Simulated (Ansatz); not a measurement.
**Polymorphs of Zn7O**

The calculation used DFT PBE, scalar-relativistic, plane waves, PAW in Ansatz. All cells share a 420 eV cutoff and Γ-centred k meshes spaced at most about 0.3 Å⁻¹ (about 0.25 or finer for metals, 2π included). No spin polarisation.

Formation energies are uncorrected and refer to the elements' standard structures at the same level (O₂ as a molecule).

All energies are static (0 K, no zero-point motion). The comparison covers the computed candidates alone. The k mesh leaves some 4 meV/atom of noise in the energy of each metallic cell.

Invented guesses were relaxed alike, and ends that match in structure were merged. ΔE counts from the first row. Coordination counts Zn atoms around O (those within 1.25 times the shortest such distance or 1.15 times the sum of covalent radii).

| # | reached from | type and space group | atoms | Å³/atom | coordination | ΔE (meV/atom) | gap on mesh (eV) |
| --- | --- | --- | --- | --- | --- | --- | --- |
| 1 | a cell proposed by chemical analogy | P3m1 (No. 156) | 8 | 14.9 | O 4 | 0 | 0.00 |
| 2 | a cell proposed by chemical analogy | P-3m1 (No. 164) | 8 | 14.2 | O 6 | 22 | 0.00 |
| 3 | random cell | P-62m (No. 189) | 8 | 16.8 | O 6 | 146 | 0.00 |
| 4 | random cell | P-31m (No. 162) | 8 | 16.8 | O 6 | 148 | 0.00 |

The lowest: Space group P3m1 (No. 156), trigonal, a = 2.993 Å, c = 15.318 Å. Around Zn on its first site lie 6 Zn at 2.67–2.70 Å and 6 Zn at 2.99 Å; Zn on its second site is surrounded by 6 Zn at 2.63–2.67 Å and 6 Zn at 2.99 Å; Zn on its third site is surrounded by 6 Zn at 2.69–2.71 Å and 6 Zn at 2.99 Å; Zn on its fourth site has 6 Zn at 2.69–2.70 Å and 6 Zn at 2.99 Å; around O lie 4 Zn at 1.92–1.99 Å, 6 O at 2.99 Å and 1 Zn at 3.15 Å; 3 more sites not described. Its energy over the elements is −0.24 eV/atom. A negative formation energy is needed for stability but isn't enough: competing phases decide. An observed structure of this formula, if there is one, may be missing.

```cif
data_structure
_symmetry_space_group_name_H-M 'P3m1'
_symmetry_Int_Tables_number 156
_cell_length_a 2.9928
_cell_length_b 2.9928
_cell_length_c 15.3184
_cell_angle_alpha 90.000
_cell_angle_beta 90.000
_cell_angle_gamma 120.000
_cell_volume 118.83
loop_
_atom_site_label
_atom_site_type_symbol
_atom_site_symmetry_multiplicity
_atom_site_Wyckoff_symbol
_atom_site_fract_x
_atom_site_fract_y
_atom_site_fract_z
_atom_site_occupancy
Zn1 Zn 1 b 0.33333 0.66667 0.73381 1
Zn2 Zn 1 c 0.66667 0.33333 0.86704 1
Zn3 Zn 1 b 0.33333 0.66667 0.46374 1
Zn4 Zn 1 a 0.00000 0.00000 0.59820 1
Zn5 Zn 1 a 0.00000 0.00000 0.99604 1
Zn6 Zn 1 b 0.33333 0.66667 0.18626 1
Zn7 Zn 1 a 0.00000 0.00000 0.32730 1
O1 O 1 a 0.00000 0.00000 0.12160 1
```

The second: Space group P-3m1 (No. 164), trigonal, a = 2.928 Å, c = 15.320 Å. Zn on a site of symmetry 3m is surrounded by 3 O at 2.16 Å and 3 Zn at 2.68 Å; around Zn on a second site of symmetry 3m lie 6 Zn at 2.68–2.69 Å and 6 Zn at 2.93 Å; around Zn on a third site of symmetry 3m lie 6 Zn at 2.69–2.72 Å and 6 Zn at 2.93 Å; O has 6 Zn at 2.16 Å; 1 more site not described. Counting Zn atoms around O, the first has O 4 and the second has O 6. Cells relaxed within their symmetry can be saddle points.

Space group P-3m1 (No. 164). a = 2.928 Å, b = 2.928 Å, c = 15.320 Å, α = 90.00°, β = 90.00°, γ = 120.00°
```tsv
atom	site	symmetry	x	y	z
Zn	2d	3m.	0.6667	0.3333	0.9119
Zn	2c	3m.	0.0000	0.0000	0.2242
Zn	2d	3m.	0.3333	0.6667	0.3610
Zn	1b	-3m.	0.0000	0.0000	0.5000
O	1a	-3m.	0.0000	0.0000	0.0000
```

Some types were kept out of the candidates beforehand, so the set may lack a known form.
